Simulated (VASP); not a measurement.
Crystal: CoO.

```
Co O
1.0
     1.50547    0.86918    2.43993
    -1.50547    0.86918    2.43993
     0.00000   -1.73837    2.43993
Co O
1 1
Direct
  0.01057 0.97244 0.05106
  0.47840 0.50528 0.50209
```

The cell comes from a database or a generator and needn't be the stable form of this composition.

The cell isn't the ideal one: atoms moved at random, drawn with an rms of 0.15 Å.

```yaml
Program: VASP 6.6.1
Task: relaxation of the atoms
Functional: PBEsol
Dispersion: D3
Potentials_or_basis: VASP PAW PBE potentials, release 64 (Co, O_s)
Cutoff: 400 eV
k_mesh: 11 × 11 × 11
Occupations: fermi-dirac, width 0.02 eV
Spin: collinear spin, ferromagnetic start
Starting_moments: "[2.0, 0.0] μB"
```

At the start: pressure -7.3 GPa; volume 9.58 Å³/atom.

Task: Where does the relaxation end?

Result: Over 9 steps the energy falls by 7.2 meV/atom; space group R3m (No. 160, to 0.05 Å); moment 2.94 μB per cell.

The path:
```tsv
step	energy change (eV)	largest force (eV/Å)	pressure (GPa)
1	0.0000	0.3523	-7.33
2	-0.0119	0.0360	3.78
3	-0.0127	0.0382	5.75
4	-0.0131	0.0305	2.34
5	-0.0136	0.0302	-0.67
6	-0.0140	0.0340	-3.48
7	-0.0142	0.0292	-4.23
8	-0.0144	0.0134	-3.41
9	-0.0144	0.0026	-2.94
```

Final structure:
```
CELL_PARAMETERS angstrom
1.50547 0.86918 2.43993
-1.50547 0.86918 2.43993
0.00000 -1.73837 2.43993
ATOMIC_POSITIONS crystal
Co 0.00385 0.99848 0.03620
O 0.48511 0.47924 0.51695
```

Caveat: the PAW data sets were made with another functional, which shifts forces and pressure a little; a cell with one magnetic atom can't hold antiferromagnetic order, which such compounds often take; pairwise dispersion overbinds metals, which lowers pressure and volume.
